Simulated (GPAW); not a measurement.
# BaTiO3 (Barioperovskite) (Amm2) in GPAW: notebook

Aim: see how the results for BaTiO3 (Barioperovskite) move with the level of theory and the settings. Levels: vdW-DF2, revPBE, BLYP. Tasks: single point.

Everything below comes from runs of GPAW 26.7.0. Logs are shortened: lines on timing, memory, paths and dates and some standing lists are left out, and cuts for length are marked. The log counts tension as positive stress, the text compression.

### Step 1. The structure

It takes space group Amm2 (No. 38, orthorhombic). Conventional cell: a = 3.986 Å, b = 5.674 Å, c = 5.690 Å, α = 90.00°, β = 90.00°, γ = 90.00°. Ba (site symmetry mm2) is surrounded by 12 O at 2.77 to 2.92 Å. Ti (site symmetry mm2) has 6 O at 1.93 to 2.09 Å as nearest neighbours. O (site symmetry m) is surrounded by 2 Ti at 1.93 to 2.09 Å. O (site symmetry mm2) is surrounded by 2 Ti at 2.00 Å.

### Step 2. Single point, vdW-DF2

Input file run.py:

```python
from ase import Atoms
from ase.dft.bandgap import bandgap
from ase.io import write
from gpaw import GPAW, PW

atoms = Atoms(['Ba', 'Ti', 'O', 'O', 'O'],
              cell=[[3.9855, 0.0, 0.0],
                    [0.0, 2.8369, 2.84515],
                    [0.0, -2.8369, 2.84515]],
              scaled_positions=[[0.0, 0.0, 0.0],
                                [0.5, 0.5124, 0.5124],
                                [0.5, 0.99184, 0.50524],
                                [0.5, 0.50524, 0.99184],
                                [0.0, 0.4874, 0.4874]],
              pbc=True)

calc = GPAW(mode=PW(800),
            xc={'name': 'vdW-DF2', 'backend': 'libvdwxc'},
            kpts={'size': (5, 5, 5), 'gamma': True},
            occupations={'name': 'fermi-dirac', 'width': 0.05},
            nbands=36,
            convergence={'density': 1e-05, 'energy': 1e-05},
            maxiter=150,
            txt='gpaw.txt')
atoms.calc = calc
energy = atoms.get_potential_energy()
forces = atoms.get_forces()
calc.write('gs.gpw')
write('result.traj', atoms)
print(f'Energy: {energy:.6f} eV')
print('Forces (eV/A):')
print(forces.round(4))
print('Fermi level:', round(calc.get_fermi_level(), 4), 'eV')
print(f'Gap: {bandgap(calc)[0]:.4f} eV, direct: {bandgap(calc, direct=True)[0]:.4f} eV')
```

Potentials or basis: GPAW PAW data sets (gpaw-data 1.2.1), pw.

On the command line:

```bash
$ OMP_NUM_THREADS=1 python run.py
```

gpaw.txt:

```text
__  _  _
 | _ |_)|_||  |
 |__||  | ||/\| - 26.7.0

Input parameters:
  mode=PW(ecut=800.0),
  convergence={'density': 1e-05, 'energy': 1e-05},
  kpts=MonkhorstPack(size=(5, 5, 5), gamma=True),
  maxiter=150,
  nbands=36,
  occupations=Occupations(name='fermi-dirac', width=0.05),
  xc=XC(name='vdW-DF2', backend='libvdwxc')

Diagonalizing LCAO Hamiltonian
Converting LCAO to pw mode

              O
            O
        O    Ti

        Ba

Atoms  # Å, Bohr magnetons
|   | symbol |        x |         y |        z |    initial magnetic moments |
|---|--------|----------|-----------|----------|-----------------------------|
| 0 |     Ba | 0.000000 |  0.000000 | 0.000000 | ( 0.0000,  0.0000,  0.0000) |
| 1 |     Ti | 1.992750 |  0.000000 | 2.915710 | ( 0.0000,  0.0000,  0.0000) |
| 2 |      O | 1.992750 |  1.380436 | 4.259417 | ( 0.0000,  0.0000,  0.0000) |
| 3 |      O | 1.992750 | -1.380436 | 4.259417 | ( 0.0000,  0.0000,  0.0000) |
| 4 |      O | 0.000000 | -0.000000 | 2.773452 | ( 0.0000,  0.0000,  0.0000) |

Unit cell  # Å
| periodic |        x |         y |        z |  lengths |    angles |
|----------|----------|-----------|----------|----------|-----------|
|      yes | 3.985500 |  0.000000 | 0.000000 | 3.985500 | 89.833620 |
|      yes | 0.000000 |  2.836900 | 2.845150 | 4.017820 | 90.000000 |
|      yes | 0.000000 | -2.836900 | 2.845150 | 4.017820 | 90.000000 |

Number of symmetries: 4
Symmetry operations  # r_c * U_cc + t_c -> r_c
|   | kind |            matrix            |
|---|------|------------------------------|
| 0 |  E   |  1, 0, 0,  0, 1, 0,  0, 0, 1 |
| 1 |  σ   |  1, 0, 0,  0, 0, 1,  0, 1, 0 |
| 2 |  σ   | -1, 0, 0,  0, 1, 0,  0, 0, 1 |
| 3 |  C2  | -1, 0, 0,  0, 0, 1,  0, 1, 0 |

BZ-sampling:
  Number of BZ points: 125
  Number of IBZ points: 27

  Monkhorst-Pack size: [5, 5, 5]
  Monkhorst-Pack shift: [0, 0, 0]

K-points  # in reciprocal-cell coordinates
|     |                                coordinates |     weight |
|-----|--------------------------------------------|------------|
|   0 | (  0.00000000,   0.00000000,   0.00000000) | 0.00800000 |
|   1 | (  0.00000000,   0.20000000,  -0.20000000) | 0.01600000 |
|   2 | (  0.00000000,   0.20000000,   0.00000000) | 0.03200000 |
|   3 | (  0.00000000,   0.20000000,   0.20000000) | 0.01600000 |
|   4 | (  0.00000000,   0.40000000,  -0.40000000) | 0.01600000 |
|   5 | (  0.00000000,   0.40000000,  -0.20000000) | 0.03200000 |
|   6 | (  0.00000000,   0.40000000,   0.00000000) | 0.03200000 |
|   7 | (  0.00000000,   0.40000000,   0.20000000) | 0.03200000 |
|   8 | (  0.00000000,   0.40000000,   0.40000000) | 0.01600000 |
|   9 | (  0.20000000,   0.00000000,   0.00000000) | 0.01600000 |
| ... |                                            |            |
|  26 | (  0.40000000,   0.40000000,   0.40000000) | 0.03200000 |

Plane wave coefficients: 3330
Cutoff: 800.0 eV

Spin-components: 1 (collinear spins)
Bands:           36
Projectors:      27
Spin-degeneracy: 2
Datatype:        complex128

Parallelization:
  kpt:    1
  domain: 1
  band:   1

Density:
  Valence electrons: 40.0
  Components: 1
  Grid points: [27 27 27]
  Charge: 0.0  # |e|

Potential:
  Grid points: [27 27 27]

species:
  Ba:
    name:    Barium
    Z:       56.0
    valence: 10
    core:    46
    charge:  0.0  # [|e|]
    compensation charges:
      type: gauss
      rc: 0.37  # [Å]
      lmax: 2
    cutoffs:
      filter: 2.06  # [Å]
      core: 2.33  # [Å]
    projectors
    | kind |    occ | energy [eV] | rcut [Å] |
    |------|--------|-------------|----------|
    |   5s |  2.000 |     -33.644 |    1.164 |
    |   6s |  2.000 |      -3.229 |    1.164 |
    |   5p |  6.000 |     -18.744 |    1.164 |
    |    p |        |       0.000 |    1.164 |
    |    d |        |       0.000 |    1.164 |
    |    d |        |      27.211 |    1.164 |

    Using partial waves for Ba as LCAO basis

  Ti:
    name:    Titanium
    Z:       22.0
    valence: 12
    core:    10
    charge:  0.0  # [|e|]
    compensation charges:
      type: gauss
      rc: 0.38  # [Å]
      lmax: 2
    cutoffs:
      filter: 2.23  # [Å]
      core: 1.02  # [Å]
    projectors
    | kind |    occ | energy [eV] | rcut [Å] |
    |------|--------|-------------|----------|
    |   3s |  2.000 |     -62.623 |    1.270 |
    |   4s |  2.000 |      -4.466 |    1.270 |
    |   3p |  6.000 |     -38.862 |    1.058 |
    |   4p |  0.000 |      -1.466 |    1.058 |
    |   3d |  2.000 |      -4.258 |    1.058 |
    |    d |        |      22.953 |    1.058 |

    Using partial waves for Ti as LCAO basis

  O:
    name:    Oxygen
    Z:       8.0
    valence: 6
    core:    2
    charge:  0.0  # [|e|]
    compensation charges:
      type: gauss
      rc: 0.21  # [Å]
      lmax: 2
    cutoffs:
      filter: 1.17  # [Å]
      core: 0.83  # [Å]
    projectors
    | kind |    occ | energy [eV] | rcut [Å] |
    |------|--------|-------------|----------|
    |   2s |  2.000 |     -23.961 |    0.688 |
    |   2p |  4.000 |      -9.029 |    0.598 |
    |    s |        |       3.251 |    0.688 |
    |    p |        |      18.182 |    0.598 |
    |    d |        |       0.000 |    0.619 |

    Using partial waves for O as LCAO basis

Reference energy: -250624.413696  # eV

eigensolver:
  PPCG
  Converge bands: occupied
  niter=2

density mixing:
  MSR1-Mixer
  Pratt-step length: 0.05
  Maximum mixing coefficient: 0.75
  Old densities: 10
  SVD Regularization: 0.005
  Good broyden scale: 1.0
  Trust region scale: 1.0
  Backstep threshold: 4.0
  History deletion threshold: 6.0
  Fourier metric: weight=20.0, sigma=0.015

occupation numbers:
  Fermi-Dirac:
    width: 0.0500  # eV

poisson solver:
  ecut: 6400.0  # eV

xc functional:
  name: vdW-DF2 with libvdwxc
  Mode: serial
  Semilocal: GGA_X_RPW86+LDA_C_PW with 2 nearest neighbor stencil
  Local blocksize: 54 x 54 x 54
  PAW datasets: PBE

convergence criteria:
- Maximum integral of absolute [dens]ity change: 1e-05 electrons / valence electron
- Maximum [total energy] change in last 3 cyles: 1e-05 eV / valence electron
- Maximum integral of absolute [eigenst]ate change: 4e-08 eV^2 / valence electron
maximum number of iterations: 150

SCF iterations
|iter     | |      energy | eigst |  dens |
|---------|-|-------------|-------|-------|
|iter:   1| | -246.652291 | +0.15 |       |
|iter:   2| | -244.257609 | -1.49 | -0.81 |
|iter:   3| | -239.896109 | -0.73 | -0.88 |
|iter:   4| | -239.540660 | -1.84 | -1.36 |
|iter:   5| | -239.440336 | -2.64 | -1.54 |
|iter:   6| | -239.449959 | -3.15 | -1.87 |
|iter:   7| | -239.449503 | -4.24 | -2.73 |
|iter:   8| | -239.449345 | -4.85 | -3.04 |
|iter:   9| | -239.449376c| -5.39 | -3.35 |
|iter:  10| | -239.449378c| -6.69 | -3.93 |
|iter:  11| | -239.449379c| -7.43c| -4.54 |
|iter:  12| | -239.449379c| -8.62c| -5.13c|

Converged in 12 steps
Energy contributions relative to reference atoms: (reference = -250624.413696)

Energy contributions:
  Kinetic:          70.448896
  Coulomb:         -68.407865
  Zero:             -0.139125
  External:          0.000000
  Xc:             -241.351286
  Entropy:          -0.000000
  Spinorbit:         0.000000
  ----------------------------
  Free energy:    -239.449379
  Extrapolated:   -239.449379

dipole moment: (-35.244204, 0.000000, -19.488720)  # |e|*Ang

Fermi level: 8.491
Eigenvalues  # (at kpt = [0.000, 0.000, 0.000])
| band index |      eig [eV] | occ [0-2] |
|------------|---------------|-----------|
|          0 |       -49.200 |     2.000 |
|        ... |               |           |
|         12 |         5.376 |     2.000 |
|         13 |         5.377 |     2.000 |
|         14 |         6.406 |     2.000 |
|         15 |         6.457 |     2.000 |
|         16 |         6.511 |     2.000 |
|         17 |         7.250 |     2.000 |
|         18 |         7.344 |     2.000 |
|         19 |         7.387 |     2.000 |
|         20 |         9.492 |     0.000 |
|         21 |         9.550 |     0.000 |
|         22 |         9.698 |     0.000 |
|         23 |        11.500 |     0.000 |
|         24 |        11.542 |     0.000 |
|         25 |        12.807 |     0.000 |
|         26 |        12.903 |     0.000 |
|         27 |        15.343 |     0.000 |
|        ... |               |           |
|         35 |        27.600 |     0.000 |

Gap: 2.044 eV
Transition (v -> c):
  (s=0, k=26, n=19, [0.40, 0.40, 0.40]) -> (s=0, k=0, n=20, [0.00, 0.00, 0.00])
Direct/indirect transitions are different
Direct gap: 2.105 eV
Transition at: (s=0, k=0, n=19, [0.00, 0.00, 0.00])

Forces  # eV/Ang
|       x |        y |        z |
|---------|----------|----------|
| 0.00000 | -0.00000 |  0.17759 |  # Ba   0
| 0.00000 |  0.00000 |  0.06656 |  # Ti   1
| 0.00000 |  0.10991 | -0.22275 |  # O    2
| 0.00000 | -0.10991 | -0.22275 |  # O    3
| 0.00000 |  0.00000 |  0.20176 |  # O    4

# Writing to gs.gpw (mode='')
```

It took 80 s on 1 thread of Arm Neoverse V1, shared host; peak memory 0.27 GiB.

Results:

* Free energy: -239.4494 eV
* Largest force: 0.248 eV/Å
* Band gap on the k mesh: 2.04 eV, indirect (least direct gap 2.11 eV)

Forces in eV/Å, atoms in the order of the input:
```
Ba   0.000  0.000  0.178
Ti   0.000  0.000  0.067
O    0.000  0.110 -0.223
O    0.000 -0.110 -0.223
O    0.000  0.000  0.202
```

Levels at points of the mesh, in eV from the valence-band top:
| k point | band 16 | band 17 | band 18 | band 19 | band 20 | band 21 | band 22 | band 23 | band 24 | band 25 |
| --- | --- | --- | --- | --- | --- | --- | --- | --- | --- | --- |
| (0.00, 0.00, 0.00) | -0.99 | -0.94 | -0.20 | -0.10 | -0.06 | 2.04 | 2.10 | 2.25 | 4.05 | 4.09 |

Caveat: the PAW data sets were made with another functional, which shifts forces and pressure a little; spin-orbit coupling is left out, which moves the levels of the heavy elements; an odd mesh through Γ misses points on the zone boundary, where band edges often lie.

### Step 3. Single point, revPBE

run.py: that of step 2 with these lines changed.

```diff
@@ -3,2 +3,3 @@
 from ase.io import write
+from ase.units import GPa
 from gpaw import GPAW, PW
@@ -17,3 +18,3 @@
 calc = GPAW(mode=PW(800),
-            xc={'name': 'vdW-DF2', 'backend': 'libvdwxc'},
+            xc='revPBE',
             kpts={'size': (5, 5, 5), 'gamma': True},
@@ -27,2 +28,3 @@
 forces = atoms.get_forces()
+stress = atoms.get_stress()
 calc.write('gs.gpw')
@@ -32,2 +34,3 @@
 print(forces.round(4))
+print('Stress (GPa):', (stress / GPa).round(3))
 print('Fermi level:', round(calc.get_fermi_level(), 4), 'eV')
```

Potentials or basis: the program's PAW data sets (release 1.2.1) made for this functional, pw.

On the command line:

```bash
$ OMP_NUM_THREADS=1 python run.py
```

Wall time 74 s (1 thread of Arm Neoverse V1, shared host); peak memory 0.24 GiB.

The run converged. Its results:

```
Free energy            : -37.6910 eV
Pressure               : 6.8 GPa
Largest force          : 0.243 eV/Å
Band gap on the k mesh : 2.04 eV, indirect (least direct gap 2.11 eV)
```

Forces in eV/Å, atoms in the order of the input:
```
Ba   0.000  0.000  0.154
Ti   0.000  0.000  0.120
O    0.000  0.054 -0.236
O    0.000 -0.054 -0.236
O    0.000  0.000  0.199
```

Stress tensor (GPa, compression positive):
```
6.93 0.00 0.00
0.00 7.09 0.00
0.00 0.00 6.43
```

Levels at points of the mesh, in eV from the valence-band top:
| k point | band 17 | band 18 | band 19 | band 20 | band 21 | band 22 | band 23 | band 24 |
| --- | --- | --- | --- | --- | --- | --- | --- | --- |
| (0.00, 0.00, 0.00) | -0.96 | -0.21 | -0.11 | -0.07 | 2.04 | 2.10 | 2.26 | 4.17 |

Caveat: spin-orbit coupling is left out, which moves the levels of the heavy elements; an odd mesh through Γ misses points on the zone boundary, where band edges often lie.

### Step 4. Single point, BLYP

run.py: that of step 3 with these lines changed.

```diff
@@ -4,3 +4,5 @@
 from ase.units import GPa
-from gpaw import GPAW, PW
+from gpaw import GPAW, PW, setup_paths
+
+setup_paths.insert(0, '.')
 
@@ -18,3 +20,3 @@
 calc = GPAW(mode=PW(800),
-            xc='revPBE',
+            xc='BLYP',
             kpts={'size': (5, 5, 5), 'gamma': True},
@@ -23,2 +25,3 @@
             convergence={'density': 1e-05, 'energy': 1e-05},
+            eigensolver='davidson',
             maxiter=150,
```

Potentials or basis: PAW data sets generated in the run's folder for this functional, pw.

On the command line:

```bash
$ gpaw-setup -f BLYP Ba O Ti
$ OMP_NUM_THREADS=1 python run.py
```

Run time: 65 s. Hardware: 1 thread of Arm Neoverse V1, shared host; peak memory 0.24 GiB.

The run converged. Its results:

| Property | Result |
| --- | --- |
| Free energy | -37.4730 eV |
| Pressure | 9.0 GPa |
| Largest force | 0.258 eV/Å |
| Band gap on the k mesh | 2.05 eV, indirect (least direct gap 2.12 eV) |

Forces in eV/Å, atoms in the order of the input:
```
Ba   0.000  0.000  0.172
Ti   0.000  0.000  0.128
O    0.000  0.048 -0.254
O    0.000 -0.048 -0.254
O    0.000  0.000  0.207
```

Stress tensor (GPa, compression positive):
```
9.17 0.00 0.00
0.00 9.29 0.00
0.00 0.00 8.63
```

Levels at points of the mesh, in eV from the valence-band top:
```
           k point  band 16  band 17  band 18  band 19  band 20  band 21  band 22  band 23  band 24  band 25
(0.00, 0.00, 0.00)    -1.00    -0.95    -0.21    -0.11    -0.07     2.05     2.11     2.26     4.13     4.17
```

Caveat: spin-orbit coupling is left out, which moves the levels of the heavy elements; an odd mesh through Γ misses points on the zone boundary, where band edges often lie.

### Step 5. Summary

```tsv
level	potentials or basis	eigensolver	gap on the mesh (eV)	pressure (GPa)	largest force (eV/Å)
vdW-DF2	GPAW PAW data sets (gpaw-data 1.2.1), pw	-	2.04	-	0.25
revPBE	the program's PAW data sets (release 1.2.1) made for this functional, pw	-	2.04	6.8	0.24
BLYP	PAW data sets generated in the run's folder for this functional, pw	davidson	2.05	9.0	0.26
```

Alike in all rows: task single point; no spin polarisation; cell as given; k mesh 5 × 5 × 5; cutoff (eV) 800; smearing fermi-dirac 0.05 eV.

Caveats: spin-orbit coupling is left out, which moves the levels of the heavy elements; an odd mesh through Γ misses points on the zone boundary, where band edges often lie; the PAW data sets were made with another functional, which shifts forces and pressure a little (some runs).

Absolute energies hang on the potentials; compare differences alone.
